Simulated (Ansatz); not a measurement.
## Computed properties of WS2 (3R-MoS2 type)

All numbers come from the plane-wave code Ansatz. The values are computed, non-magnetic, and not measurements.

Structure: WS2, 3R-MoS2 type, at its r2SCAN+rVV10 minimum. It is trigonal, R3m (No. 160); a = 3.172 Å, c = 18.712 Å in the conventional setting, 18.11 Å³ an atom. W has 6 S at 2.41 Å; S has 3 W at 2.41 Å.

```cif
data_structure
_symmetry_space_group_name_H-M 'R3m:H'
_symmetry_Int_Tables_number 160
_cell_length_a 3.1718
_cell_length_b 3.1718
_cell_length_c 18.7124
_cell_angle_alpha 90.000
_cell_angle_beta 90.000
_cell_angle_gamma 120.000
_cell_volume 163.03
loop_
_atom_site_label
_atom_site_type_symbol
_atom_site_symmetry_multiplicity
_atom_site_Wyckoff_symbol
_atom_site_fract_x
_atom_site_fract_y
_atom_site_fract_z
_atom_site_occupancy
W1 W 3 a 0.00000 0.00000 0.00001 1
S1 S 3 a 0.33333 0.66667 0.24987 1
S2 S 3 a 0.66667 0.33333 0.08345 1
```

Relaxed lattice by functional, symmetry kept:

| functional | k mesh | a (Å) | c (Å) | volume (Å³/atom) |
| --- | --- | --- | --- | --- |
| r2SCAN+rVV10 | 8×8×8 | 3.172 | 18.712 | 18.11 |
| PBE-D4 | 8×8×8 | 3.159 | 18.214 | 17.49 |

Band edges at fixed r2SCAN+rVV10 geometry:
```json
{"level": "LDA", "k mesh": "10×10×10", "gap (eV)": "0.99", "kind": "indirect", "edges": "T → Γ–S₀ (0.52)", "least direct gap (eV)": "1.83", "rough cost": "28 core-seconds"}
{"level": "PBE", "k mesh": "10×10×10", "gap (eV)": "1.07", "kind": "indirect", "edges": "T → Γ–S₀ (0.50)", "least direct gap (eV)": "1.85", "rough cost": "29 core-seconds"}
{"level": "PBE+SOC", "k mesh": "10×10×10", "gap (eV)": "0.94", "kind": "indirect", "edges": "T → Γ–S₀ (0.52)", "least direct gap (eV)": "1.59", "rough cost": "2.1 core-minutes"}
{"level": "r2SCAN", "k mesh": "10×10×10", "gap (eV)": "1.18", "kind": "indirect", "edges": "T → Γ–S₀ (0.52)", "least direct gap (eV)": "1.97", "rough cost": "50 core-seconds"}
{"level": "HSE06", "k mesh": "6×6×6", "gap (eV)": "1.60", "kind": "indirect", "edges": "T → Γ–S₀ (0.52)", "least direct gap (eV)": "2.33", "rough cost": "9 core-minutes"}
{"level": "PBE0", "k mesh": "6×6×6", "gap (eV)": "2.26", "kind": "indirect", "edges": "T → Γ–S₀ (0.52)", "least direct gap (eV)": "2.99", "rough cost": "10 core-minutes"}
```
PBE, PBE+SOC: smearing of 0.02 eV; the others have fixed occupations.
Wave cutoffs: 420 eV, 500 eV (r2SCAN).
Points off the special ones are mesh points or PBE's searched band edges, reused at the other levels.
Costs come from shared machines and give only the order; PBE's includes the band path. The runs had 2 threads of Arm Neoverse N1, with other jobs on the host.

The HSE06 gap is indirect, 1.60 eV (T to Γ–S₀ (0.52 of the way from Γ)), below the direct gap of 2.33 eV at H₀–L (0.08 of the way from H₀). Spin-orbit coupling changes the PBE gap by -0.13 eV, to 0.94 eV.

r2SCAN covers 20 % of the step from PBE to HSE06, while HSE06 needs about 11 times r2SCAN's cost (on a coarser mesh). Spin-orbit coupling moves the least or the direct gap by up to 0.26 eV, so it has to be included where a tenth of an eV counts. Among these functionals the gap stays indirect.

PBE (ground state on 8×8×8): ε∞: 13.77 along x and y, 5.76 along z. Born charges, averaged over directions: W -0.50, S +0.24 to +0.26 e.

Only the levels marked +SOC include spin-orbit coupling.
